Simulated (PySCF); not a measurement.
Species: hydrogen oxalate, C2HO4 (charge -1).
SMILES with atom numbers: `[O:1]=[C:2]([O-:3])[C:4](=[O:5])[OH:6]` (hydrogens: H7 on O6)

The same species was optimised twice, with GFN2-xTB and with PBE0-D3(BJ)/def2-SVP (PySCF), and the same property calculations (PySCF, gas phase) were run on both structures.

```json
{"coordinate": "C2–C4 (Å)", "GFN2-xTB": "1.599", "PBE0-D3(BJ)/def2-SVP": "1.584", "change": "-0.015"}
{"coordinate": "O1=C2 (Å)", "GFN2-xTB": "1.232", "PBE0-D3(BJ)/def2-SVP": "1.238", "change": "+0.006"}
{"coordinate": "C2–O3 (Å)", "GFN2-xTB": "1.232", "PBE0-D3(BJ)/def2-SVP": "1.236", "change": "+0.004"}
{"coordinate": "C4=O5 (Å)", "GFN2-xTB": "1.213", "PBE0-D3(BJ)/def2-SVP": "1.209", "change": "-0.004"}
{"coordinate": "C4–O6 (Å)", "GFN2-xTB": "1.353", "PBE0-D3(BJ)/def2-SVP": "1.356", "change": "+0.003"}
{"coordinate": "O1–C2–O3 (°)", "GFN2-xTB": "131.3", "PBE0-D3(BJ)/def2-SVP": "132.5", "change": "+1.2"}
{"coordinate": "O3–C2–C4 (°)", "GFN2-xTB": "113.8", "PBE0-D3(BJ)/def2-SVP": "113.0", "change": "-0.8"}
{"coordinate": "O1–C2–C4 (°)", "GFN2-xTB": "114.9", "PBE0-D3(BJ)/def2-SVP": "114.4", "change": "-0.5"}
{"coordinate": "C2–C4–O5 (°)", "GFN2-xTB": "126.7", "PBE0-D3(BJ)/def2-SVP": "127.0", "change": "+0.3"}
{"coordinate": "C2–C4–O6 (°)", "GFN2-xTB": "114.0", "PBE0-D3(BJ)/def2-SVP": "113.8", "change": "-0.2"}
{"coordinate": "O5–C4–O6 (°)", "GFN2-xTB": "119.3", "PBE0-D3(BJ)/def2-SVP": "119.1", "change": "-0.2"}
{"coordinate": "O1–C2–C4–O5 (°)", "GFN2-xTB": "180", "PBE0-D3(BJ)/def2-SVP": "-169", "change": "+11"}
```

Rotational constants: A = 6283, B = 3566, C = 2275 MHz (GFN2-xTB) against A = 6241, B = 3611, C = 2303 MHz (PBE0-D3(BJ)/def2-SVP).

On the GFN2-xTB structure: lowest singlet, TDDFT (eV) 4.26 [CAM-B3LYP/def2-SVPD]; isotropic polarisability (au) 47.0 [CAM-B3LYP/def2-SVPD]; HOMO (eV) -3.53 [CAM-B3LYP/def2-SVPD]; LUMO (eV) 4.36 [CAM-B3LYP/def2-SVPD]; HOMO (eV) -1.47 [PBE0/pcSseg-1]; LUMO (eV) 4.28 [PBE0/pcSseg-1]; GIAO shielding of O1/O3 (mean) (ppm) 1.2 [PBE0/pcSseg-1]; GIAO shielding of C2 (ppm) 29.1 [PBE0/pcSseg-1]; GIAO shielding of C4 (ppm) 11.9 [PBE0/pcSseg-1]; GIAO shielding of O5 (ppm) -79.1 [PBE0/pcSseg-1]; GIAO shielding of O6 (ppm) 114.1 [PBE0/pcSseg-1].

Question: What do these properties become on the PBE0-D3(BJ)/def2-SVP structure?

Answer: 
| property | level | on GFN2-xTB | on PBE0-D3(BJ)/def2-SVP | change |
| --- | --- | --- | --- | --- |
| lowest singlet, TDDFT (eV) | CAM-B3LYP/def2-SVPD | 4.26 | 4.28 | +0.02 |
| isotropic polarisability (au) | CAM-B3LYP/def2-SVPD | 47.0 | 46.8 | -0.2 |
| HOMO (eV) | CAM-B3LYP/def2-SVPD | -3.53 | -3.58 | -0.05 |
| LUMO (eV) | CAM-B3LYP/def2-SVPD | 4.36 | 4.45 | +0.09 |
| energy, GFN2-xTB geometry as zero (kcal/mol) | CAM-B3LYP/def2-SVPD | 0.0 | -0.4 | -0.4 |
| HOMO (eV) | PBE0/pcSseg-1 | -1.47 | -1.54 | -0.07 |
| LUMO (eV) | PBE0/pcSseg-1 | 4.28 | 4.27 | -0.01 |
| energy, GFN2-xTB geometry as zero (kcal/mol) | PBE0/pcSseg-1 | 0.0 | -0.8 | -0.8 |
| GIAO shielding of O1/O3 (mean) (ppm) | PBE0/pcSseg-1 | 1.2 | -6.1 | -7.3 |
| GIAO shielding of C2 (ppm) | PBE0/pcSseg-1 | 29.1 | 27.2 | -1.9 |
| GIAO shielding of C4 (ppm) | PBE0/pcSseg-1 | 11.9 | 11.7 | -0.2 |
| GIAO shielding of O5 (ppm) | PBE0/pcSseg-1 | -79.1 | -71.7 | +7.4 |
| GIAO shielding of O6 (ppm) | PBE0/pcSseg-1 | 114.1 | 107.7 | -6.4 |

The heavy atoms differ by 0.087 Å rms after alignment. Among bonds between heavy atoms C2–C4 changes most (-0.015 Å). Changes are differences of the printed values. Neither structure is proved a minimum here. One conformer (not necessarily the lowest) at the PBE0-D3(BJ)/def2-SVP geometry, without solvent, vibrations or thermal averaging.

Conformer computed: `[O:1]=[C:2]([O-:3])[C:4](=[O:5])[OH:6]`: O1–C2–C4–O5 -169°, H–O6–C4–C2 180°.
